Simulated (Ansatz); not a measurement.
# V2NF2 MXene monolayer in a perpendicular field, part 3 of 3

What dipole does a perpendicular field induce in the V2NF2 MXene monolayer, and does the gap follow? A positive field points along +c.

Ansatz 0.2.0; plane-wave DFT, PBE+U-D3(BJ), Ansatz PAW (the session's first sound run).

So far, gap along the path (eV): step 3 (single point, field 0) 0.200; step 4 (field 0.03 V/Å) 0.200; step 5 (field -0.03 V/Å) 0.200; step 6 (field 0.15 V/Å) 0.199; step 7 (field 0.25 V/Å) 0.199.

In doubt: warnings of the run leave room for a lower electronic state (step 8), so energies may not be the lowest and differences between runs may mislead.

## (8) Single point, field -0.25 V/Å

The input, input.yaml:

```yaml
crystal:
  lattice:
    - [3.1457858881, 0.0, 0.0]
    - [-1.5728929441, 2.724330494, 0.0]
    - [0.0, 0.0, 22.4296601401]
  atoms:
    - { symbol: F, position: [0.3333333333, 0.6666666667, 0.4012544079], spin: 0.03 }
    - { symbol: V, position: [0.6666666667, 0.3333333333, 0.4502649382], spin: 2.0 }
    - { symbol: "N", position: [0.0, 0.0, 0.5], spin: -0.16 }
    - { symbol: V, position: [0.3333333333, 0.6666666667, 0.5497350618], spin: 2.0 }
    - { symbol: F, position: [0.6666666667, 0.3333333333, 0.5987455921], spin: 0.03 }
magnetization:
  spin_polarized: true
kpoints:
  mp_grid: { grid: [18, 18, 1] }
  band_path:
    path: [[0, 0, 0], [0.5, 0, 0], [0.33333333, 0.33333333, 0], [0, 0, 0]]
    npoints: 16
hamiltonian:
  xc: pbe
  dispersion: d3bj
  hubbard: { sites: [{ species: V, l: d, u_eff: 2.0 }] }
scf:
  occupations: { method: fermi_dirac, width: 0.05 }
  convergence: { dr2_threshold: 1.0e-10 }
efield:
  axis: 3
  dipole_correction: true
  ramp_position: 0.97
  ramp_width: 0.06
  amplitude: -0.25
output:
  dos: { projected: true, e_range: [-6, 5] }
  bader: true
  write_potential: true
  write_density: true
  volumetric_format: npy
  elf: true
```

Command:

```
$ ansatz run input.yaml --threads 4 --pin off --max-ram 6144MiB --backend cpu --events-out ev --progress --plain --runs-dir out
```

Numbers of over 12 decimals in the logs are rounded to 6 here.

The program printed:

```text
[...]
Crystal: 5 atoms, lattice volume = 192.226 Å³
Basis set: ecut = 420 eV, 3699 PW (Γ)
Bands: 30, of which v1, the nominal top of the filled ones, is band 23 counted from 1 (22 counted from 0)
Symmetry: 6 space group operations
k-points: 37 of 324 (time reversal used)
[...]
Starting moments: Σ|m| = 4.22 μB on 5 of 5 sites
[...]
Occupation matrices written to <dir>
--- Bader charges: 5 sites ---
  site symbol  charge [e]  shift [e]    m [muB]
     0      F     -0.7666     0.0008     0.0923
     1      V      1.6068     0.0018     2.3811
     2      N     -1.6584     0.0021     0.0353
     3      V      1.5947     0.0018     2.3963
     4      F     -0.7766     0.0008     0.0949
  estimated error of the sums over rays = 3.2e-4 e
[key lines of the parts left out:]
SCF converged after 26 iterations
Magnetization: 5.0000 μB (25.0000 up, 20.0000 down)
Free energy (F): -7826.779767 eV
Fermi energy:    -0.130619 eV
Dipole field:    D = -0.052896 V/Å  (p = -0.056191 e·Å, saw-weighted, corrected)
```

Elapsed: 99 s, on 4 threads of AMD EPYC 9R45 (Zen 5), shared host; peak memory 2.4 GiB; 6.3 min of CPU time.

The dipole is -0.0562 e·Å, and the gap 0.199 eV.

## (9) Response, atoms held

This step: plane-wave DFT, PBE+U-D3(BJ), Ansatz PAW; response to a field along the normal, atoms held (Ansatz 0.2.0).

The dipoles give the slope, and the difference of two potentials shows where the field is screened.

This step gave:

| Property | Result |
| --- | --- |
| equivalent conductor thickness p/(ε₀AE) | 4.745 Å |
| distance between the outer atoms | 4.430 Å |

Dipole of the cell against applied field:

```tsv
applied field (V/Å)	dipole of the cell (e·Å)
-0.250	-0.0562
-0.030	-0.00674
0.000	0
0.030	0.00674
0.150	0.0337
0.250	0.0562
```

The total moment stays at 5 μB for applied field from -0.25 to 0.25 V/Å.

Local field over the applied field, running mean. From the potentials at -0.03 and 0.03 V/Å; running mean over 2.5 Å. Local field over applied field against z:

```tsv
z (Å)	local field over applied field
4.04	1.000
4.49	1.000
4.78	1.000
5.23	1.000
5.53	0.999
5.98	0.996
6.43	0.988
6.73	0.974
7.18	0.926
7.48	0.871
7.93	0.763
8.37	0.630
8.67	0.537
9.12	0.397
9.42	0.307
9.87	0.196
10.32	0.120
10.62	0.0896
11.07	0.0690
11.36	0.0690
11.81	0.0896
12.11	0.120
12.56	0.196
13.01	0.307
13.31	0.397
13.76	0.537
14.06	0.630
14.50	0.763
14.95	0.871
15.25	0.926
15.70	0.974
16.00	0.988
16.45	0.996
16.90	0.999
17.20	1.000
17.64	1.000
17.94	1.000
18.39	1.000
```

The induced electron density oscillates, so the rows of the table below give means over windows of 0.5 Å about each position, cut where the curve ends. Its maxima inside the range that stand out by 2 % of the span (Å: e/Å³ per V/Å): 8.37: 0.00325, 9.12: 0.0024, 10.02: 0.00127, 10.62: 0.00101, 11.96: -8.0e-4, 12.71: -3.0e-4, 13.61: -0.00165. Its minima: 8.82: 0.00165, 9.72: 3.0e-4, 10.47: 8.2e-4, 11.81: -0.00101, 12.41: -0.00127, 13.31: -0.0024, 14.06: -0.00325.

Electrons, planar mean, per unit field. The induced electron density by z; means over each step:

z (Å), induced electron density (e/Å³ per V/Å) and a bar from the least value:
```
      4.5    0.00000 ###############
      5.0    0.00000 ###############
      5.5    0.00000 ###############
      6.0    0.00001 ###############
      6.5    0.00006 ################
      7.0    0.00022 ################
      7.5    0.00075 ###################
      8.0    0.00207 ##########################
      8.5    0.00282 ##############################
      9.0    0.00204 ##########################
      9.5    0.00083 ####################
     10.0    0.00097 ####################
     10.5    0.00091 ####################
     11.0    0.00037 #################
     11.5   -0.00050 #############
     12.0   -0.00091 ###########
     12.5   -0.00089 ###########
     13.0   -0.00107 ##########
     13.5   -0.00202 #####
     14.0   -0.00293 
     14.5   -0.00184 ######
     15.0   -0.00065 ############
     15.5   -0.00018 ##############
     16.0   -0.00005 ###############
     16.5   -0.00001 ###############
     17.0    0.00000 ###############
     17.5    0.00000 ###############
     18.0    0.00000 ###############
```

By hand: between -0.03 and 0.03 V/Å the dipole changes by 0.01348 e·Å, a slope of 0.2247 e·Å²/V. A perfect conductor of thickness t has p = ε₀AEt, so t = 180.95 × 0.2247 / 8.570 = 4.75 Å (e/ε₀ = 180.95 V·Å, A in Å²).

The induced dipole is that of a conductor 4.75 Å thick.

## (10) Varying the input: scf.algorithm = "direct_min" and hamiltonian.xc = "rpbe"

This step: plane-wave DFT, PBE+U-D3(BJ), Ansatz PAW, but for the change named below (Ansatz 0.2.0).

A run with a changed input: it repeats the earlier run at 0.03 V/Å with scf.algorithm to direct_min and hamiltonian.xc from pbe to rpbe.

input.yaml: that of step 8 with these lines changed.

```diff
@@ -19,3 +19,3 @@
 hamiltonian:
-  xc: pbe
+  xc: rpbe
   dispersion: d3bj
@@ -25,2 +25,3 @@
   convergence: { dr2_threshold: 1.0e-10 }
+  algorithm: direct_min
 efield:
@@ -30,6 +31,4 @@
   ramp_width: 0.06
-  amplitude: -0.25
+  amplitude: 0.03
 output:
-  dos: { projected: true, e_range: [-6, 5] }
-  bader: true
   write_potential: true
@@ -37,2 +36 @@
   volumetric_format: npy
-  elf: true
```

The program printed:

```text
[...]
davidson cushion auto → on  (block headroom 5 < Hubbard manifold empty extent 7; pin scf.eigensolver.cushion to override)
Crystal: 5 atoms, lattice volume = 192.226 Å³
Basis set: ecut = 420 eV, 3699 PW (Γ)
Bands: 30, of which v1, the nominal top of the filled ones, is band 23 counted from 1 (22 counted from 0)
Symmetry: 6 space group operations
k-points: 37 of 324 (time reversal used)
[...]
Starting moments: Σ|m| = 4.22 μB on 5 of 5 sites
[...]
SCF iter  17: F=-7846.018061 eV  HF=-7846.018061 eV  |F-HF|=1.73e-11  |Δ(HF+E_count)|=  7.28e-12  Δρ=2.94e-8 (↑2.94e-8 ↓2.69e-8)  dr2=5.13e-12  dr2_m=9.04e-14  M=5.000 μB ∫|m|=5.387 μB  ethr=1.00e-12  p=0.007 e·Å  D=6.33e-3 V/Å  ΔV_dip=-0.14 eV  dr2_dipole=7.05e-15  V_vac-E_F(+/−)=4.93/4.46 eV  ⟨swp⟩=2.0  Hψ=4366  notcnv=0
SCF 1 converged in 17 iterations: F = -7846.018061 eV  dr2 = 5.13e-12
[...]
Symmetry: 2 space group operations
k-points: 91 of 324 (time reversal used)
[...]
SCF iter   6: F=-7846.018061 eV  HF=-7846.018061 eV  |F-HF|=3.27e-11  |Δ(HF+E_count)|=  3.09e-10  Δρ=4.47e-8 (↑4.47e-8 ↓3.26e-8)  dr2=3.77e-12  dr2_m=1.47e-12  M=5.000 μB ∫|m|=5.387 μB  ethr=1.22e-12 (applied; sched 1.00e-12)  p=0.007 e·Å  D=6.33e-3 V/Å  ΔV_dip=-0.14 eV  dr2_dipole=2.06e-13  V_vac-E_F(+/−)=4.93/4.46 eV  ⟨swp⟩=3.8  Hψ=13792  notcnv=0
[...]
SCF converged after 17 iterations
Magnetization: 5.0000 μB (25.0000 up, 20.0000 down)
Absolute magnetization: 5.3858 μB (∫|ρ↑−ρ↓|, with the PAW one-centre terms)
[...]
Per-site moments (μB) at R_I (Å): [(0.021270, 0.875734), (2.011223, 0.875734), (-0.182458, 0.879224), (2.009934, 0.875734), (0.021140, 0.875734)]
Free energy (F): -7846.018061 eV
[...]
Internal energy: -7846.006647 eV  (E = F + TS)
E sigma→0 (E₀):  -7846.012354 eV
Entropy (-TS):   -0.011414 eV (-2.283 meV/atom)
Fermi energy:    -0.022824 eV
Dipole field:    D = 0.006333 V/Å  (p = 0.006728 e·Å, saw-weighted, corrected)
Work function:   not extracted (applied field tilts the vacuum); planar V_es + V_field profile in the machine report
[...]
--- Band table (eV; the first three rows and the last of 74) ---
  k-point 0 ↑: bands = [... 19 lower, -3.5712, -2.0366, -2.0366, -1.4002, -0.4865, -0.4865, 0.1103, 1.6016, ... 3 higher]
  k-point 1 ↑: bands = [... 19 lower, -3.6223, -2.0307, -1.9818, -1.3629, -0.4820, -0.4690, 0.1346, 1.5801, ... 3 higher]
  k-point 2 ↑: bands = [... 19 lower, -3.7479, -2.0726, -1.8407, -1.2499, -0.4674, -0.4220, 0.1883, 1.5563, ... 3 higher]
  k-point 36 ↓: bands = [... 19 lower, -3.9197, 2.7082, 2.7143, 2.7149, 3.7958, 3.7961, 4.0067, 4.1879, ... 3 higher]
Occupation matrices written to <dir>
```

Elapsed: 67 s, on 4 threads; peak memory 2.2 GiB.

Numbers from this step:

* energy at zero smearing: -7846.0124 eV
* site moments: 0.02127, 2.011, -0.1825, 2.010, 0.02114 μB
* dipole along the normal: 0.006728 e·Å
* gap along the path: 0.2313 eV
* gap, the smaller of path and mesh: 0.2313 eV

Deep bands are left out, so band numbers here count from the lowest band kept and differ from the log's. Electronic bands along the path, in eV, zero at the Fermi level of the run, which the smearing sets inside the gap; # counts the bands kept:

```tsv
point	up #12	up #13	up #14	up #15	down #10	down #11	down #12	down #13
Γ	-1.38	-0.46	-0.46	0.13	2.21	2.21	2.77	3.05
halfway	-0.85	-0.38	-0.25	0.20	1.60	2.94	2.95	3.06
M	-0.65	-0.43	-0.26	0.20	1.02	3.42	3.53	3.73
halfway	-0.83	-0.32	-0.19	0.19	1.61	3.24	3.29	3.58
K	-1.18	-0.19	-0.18	0.14	2.73	2.74	2.74	3.82
halfway	-0.69	-0.30	-0.26	0.21	2.00	2.24	3.03	3.36
Γ	-1.38	-0.46	-0.46	0.13	2.21	2.21	2.77	3.05
```

```tsv
quantity	this run	earlier run	difference
dipole along the normal (e·Å)	0.006728	0.006742	-1.4e-5
gap along the path (eV)	0.2313	0.1996	0.032
total moment (μB)	5.000	5.000	1.7e-9
```

What moves beyond 0.01 in its unit (for the dipole 0.5 % and 5e-5 e·Å): gap along the path (+0.0317 eV).

## (11) Outcome

```
gap without field                          : 0.200 eV
ionisation energy, upper face              : 4.90 eV
electron affinity, upper face              : 4.70 eV
equivalent conductor thickness, atoms held : 4.75 Å
```

**Reading.** The induced dipole equals that of a perfect conductor 4.75 Å thick, while the outer atoms lie 4.43 Å apart; an out-of-plane ε follows only once a thickness t is chosen, by 1 − 1/ε = 4.75 Å / t. The gap stays within 0.01 eV of 0.20 eV over the fields run, up to 0.25 V/Å in size. Semilocal functionals give gaps that are too small, and excitons are not included. The program found another magnetic order that lies lower in at least one run, so the order shown is not the ground state. The program flags that a lower electronic or magnetic state may exist in some of these runs, so differences between them are in doubt. The MXene's terminations sit over the metal atoms of its far layer; the site over carbon or nitrogen, which some compounds prefer, was not run.

[Logs are printed without paths, hosts, clocks, repeated set-up lines and the standing remarks that a program may print on its own settings, such as how far it seeks lower states.]

[Hosts, paths, dates, database ids (printed as entryN), source tags and the programs' standing remarks are cut or masked in the printed files.]

[Maps of the electrostatic potential energy from Ansatz leave out the sawtooth potential of an applied field or a dipole correction, so their vacuum need not be flat; planar profiles and work functions include it.]
